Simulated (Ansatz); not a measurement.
Cost and result for the atomization energy of C₇H₆O, SMILES `O=Cc1ccccc1` (14 atoms, 14 bonds).

| atom | x (Å) | y (Å) | z (Å) |
| --- | --- | --- | --- |
| O1 | -1.726 | 2.681 | -0.111 |
| C2 | -1.103 | 1.906 | -0.790 |
| C3 | -0.411 | 0.708 | -0.282 |
| C4 | 0.278 | -0.110 | -1.171 |
| C5 | 0.934 | -1.240 | -0.712 |
| C6 | 0.898 | -1.551 | 0.640 |
| C7 | 0.209 | -0.736 | 1.532 |
| C8 | -0.445 | 0.392 | 1.074 |
| H9 | -1.010 | 2.060 | -1.887 |
| H10 | 0.297 | 0.147 | -2.226 |
| H11 | 1.471 | -1.879 | -1.403 |
| H12 | 1.410 | -2.435 | 1.003 |
| H13 | 0.187 | -0.987 | 2.586 |
| H14 | -0.989 | 1.045 | 1.746 |

Charge 0, multiplicity 1. All single points use the PBE0-D4/def2-TZVP geometry. It is one conformer, not always the lowest. Program: Ansatz. All runs use 2 threads of an AMD EPYC 7R13 on a shared host and a share of an NVIDIA H100 80 GB. Times are those of one run each, without the atoms' runs, and a repeat can differ threefold. Electronic energies, without spin–orbit coupling; frozen cores. CCSD(T)/CBS adds CCSD(T) − MP2 in def2-TZVPP to the MP2 limit, and its time is that of the two runs behind it. T1 = 0.013; the RHF reference is unstable towards UHF. B3LYP takes the VWN-RPA correlation (the form of Gaussian; ORCA's B3LYP/G).

CCSD(T)/CBS is a level of theory with its own doubt, some kJ/mol a heavy atom from the limit and from the frozen cores, so smaller differences don't rank the functionals.

```tsv
level	functions	atomization (kcal/mol)	difference from CCSD(T)/CBS	per bond
CCSD(T)/CBS(def2)	–	1626.2	0.0	0.0
B3LYP-D4/def2-TZVPP (with forces)	332	1636.2	10.0	0.7
BHLYP-D4/def2-TZVPP	332	1576.8	-49.4	-3.5
B2PLYP/def2-TZVPP	332	1622.2	-4.0	-0.3
revPBE-D4/def2-TZVPP	332	1655.3	29.1	2.1
r2SCAN-D4/def2-TZVPP (with forces)	332	1646.4	20.2	1.4
PBE0-D4/def2-TZVPP	332	1660.1	33.9	2.4
B97M-V/def2-TZVPP	332	1640.9	14.7	1.0
MP2/def2-QZVPP	636	1662.8	36.6	2.6
CCSD(T)/def2-TZVPP	332	1587.3	-38.9	-2.8
r2SCANh-D4/def2-TZVPP	332	1633.7	7.5	0.5
CCSD(T)/def2-SVP	142	1571.7	-54.5	-3.9
ωB97M-V/def2-TZVPP (with forces)	332	1636.3	10.1	0.7
```

Order the runs by time, with rough figures. (Estimate.)

Computed: BHLYP-D4/def2-TZVPP 8.5 s; CCSD(T)/def2-SVP 8.5 s; revPBE-D4/def2-TZVPP 9.5 s; r2SCANh-D4/def2-TZVPP 11 s; r2SCAN-D4/def2-TZVPP (with forces) 12 s; B3LYP-D4/def2-TZVPP (with forces) 12 s; B2PLYP/def2-TZVPP 13 s; MP2/def2-QZVPP 14 s; B97M-V/def2-TZVPP 14 s; ωB97M-V/def2-TZVPP (with forces) 14 s; PBE0-D4/def2-TZVPP 17 s; CCSD(T)/def2-TZVPP 21 s; CCSD(T)/CBS(def2) 35 s.

From r2SCAN to r2SCAN0 (25 % exact exchange), in def2-TZVPP and without D4, the atomization energy moves by −31.3 kcal/mol: exact exchange takes away binding that semilocal exchange gives to molecules. Leaving LDA and LC-ωPBE aside and taking each functional with its dispersion term where it has one, the values, not all of them listed here, spread over 123.3 kcal/mol, from BHLYP-D4 to PBE-D4. LDA lies +207.3 kcal/mol from PBE without D4, its usual overbinding. The D4 term adds +14.1 kcal/mol with B3LYP and +7.4 kcal/mol with PBE0; it sums over pairs of atoms, weighted by their polarisabilities, and B3LYP, whose exchange is more repulsive, gets the larger term.
